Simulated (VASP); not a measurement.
A run of VASP 6.6.1:

INCAR

```
SYSTEM = Ta
  PREC = Accurate
  ENCUT = 300
  EDIFF = 1E-7
  ISMEAR = 0
  SIGMA = 0.1
  LREAL = .FALSE.
  LASPH = .TRUE.
  NELM = 60
  ALGO = Fast
  ISIF = 3
  LWAVE = .FALSE.
  LCHARG = .FALSE.
  GGA = PS
  IBRION = 2
  NSW = 90
  EDIFFG = -0.005
```

KPOINTS

```
Automatic mesh
0
G
  18 18 10
  0 0 0
```

POSCAR

```
Ta
1.0
    2.9416827500      0.0000000000      0.0000000000
   -1.4708413800      2.5475719900      0.0000000000
    0.0000000000      0.0000000000      4.8037679400
Ta
2
Direct
    0.3333333300      0.6666666700      0.2500000000
    0.6666666700      0.3333333300      0.7500000000
```

Potentials or basis: VASP PAW PBE potentials, release 64 (Ta_pv).

Run with:

```sh
$ cat potpaw_PBE.64/Ta_pv/POTCAR > POTCAR
$ mpirun -np 1 vasp_std > vasp.out
```

Hardware: 1 thread of Intel(R) Xeon(R) 6975P-C (Granite Rapids), on a shared host.

Question: How long does it take, and how much memory?

Answer: Wall time 2.3 min on 1 thread of Intel(R) Xeon(R) 6975P-C (Granite Rapids), with other jobs on the host, peak memory 0.17 GiB. Counts: scf iterations 85, k points 222, ion steps 8.
